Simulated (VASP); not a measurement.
KMgF3: single point with LDA

KMgF3:

```
K Mg F
1.0
     4.08457    0.00000    0.00000
     0.00000    4.08457    0.00000
     0.00000    0.00000    4.08457
K Mg F
1 1 3
Direct
  0.50000 0.50000 0.50000
  0.00000 0.00000 0.00000
  0.50000 0.00000 0.00000
  0.00000 0.50000 0.00000
  0.00000 0.00000 0.50000
```

The cell was built by a generator and needn't be a form met in nature.

```json
{
  "Program": "VASP 6.6.1",
  "Task": "single point",
  "Functional": "LDA",
  "Potentials or basis": "VASP PAW LDA potentials, release 64 (K_sv, Mg, F)",
  "Cutoff": "520 eV",
  "k mesh": "6 × 6 × 6",
  "Occupations": "gaussian, width 0.01 eV",
  "Spin": "no spin polarisation"
}
```

* Pressure: -9.2 GPa
* Band gap on the k mesh: 6.43 eV, indirect (least direct gap 6.75 eV)

Levels at points of the mesh, in eV from the valence-band top:
```csv
k point,band 14,band 15,band 16,band 17,band 18,band 19
"(0.00, 0.00, 0.00)",-0.33,-0.33,-0.33,6.43,9.68,9.68
"(0.50, 0.00, 0.00)",-0.80,-0.50,-0.50,9.32,9.40,10.67
"(0.50, 0.50, 0.00)",-0.85,-0.85,-0.02,10.22,11.04,11.59
"(0.50, 0.50, 0.50)",0.00,0.00,0.00,9.88,9.88,9.88
```

Wall time 21 s on 1 thread of Intel(R) Xeon(R) Platinum 8488C (Sapphire Rapids) (shared host), peak memory 0.16 GiB.

A k mesh can miss the band edges.
